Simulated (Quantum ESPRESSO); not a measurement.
NaCl:

```
CELL_PARAMETERS angstrom
0.00000 2.79406 2.79406
2.79406 0.00000 2.79406
2.79406 2.79406 0.00000
ATOMIC_POSITIONS crystal
Cl 0.50000 0.50000 0.50000
Na 0.00000 0.00000 0.00000
```

The cell is a database's computed one.

```yaml
Program: Quantum ESPRESSO 7.5
Task: phonons and Raman activities
Functional: PBE
Potentials_or_basis: PseudoDojo 0.4.1 SR PBE standard
Cutoff: 1197 eV
Density_cutoff: 4789 eV
k_mesh: 4 × 4 × 4, shifted
Occupations: fermi-dirac, width 0.05 eV
Spin: no spin polarisation
Mixing_beta: 0.5
Most_SCF_iterations: 120
SCF_threshold: 4e-10 Ry
```

The cell and the atoms were relaxed first, to 23.12 Å³/atom (a = 4.029 Å, b = 4.029 Å, c = 4.029 Å, α = 60.00°, β = 60.00°, γ = 60.00°), and the response was taken there.

The first run showed a gap, so the response started from a second, tighter run with fixed occupations.

Problem. What is the highest optical frequency at the zone centre, leaving out the macroscopic field of polar modes?

Solution. 167 cm⁻¹, a mode of symmetry T1u (IR). With the field the highest mode lies at 256 cm⁻¹.

Optical modes at Γ, degenerate ones joined, polar ones without the macroscopic field:
```csv
cm⁻¹,components,symmetry,active in,"IR intensity, summed ((D/Å)²/amu)"
167,3,T1u,IR,6.09
```

Non-resonant Raman activities from finite differences of the dielectric tensor, degenerate modes summed:
| cm⁻¹ | modes | symmetry | activity (Å⁴/amu) |
| --- | --- | --- | --- |
| 167 | 3 | T1u | 0.0 |

Caveat: before the sum rule the acoustic modes lie tens of cm⁻¹ from zero, a sign that the density grid also shifts the optical modes.
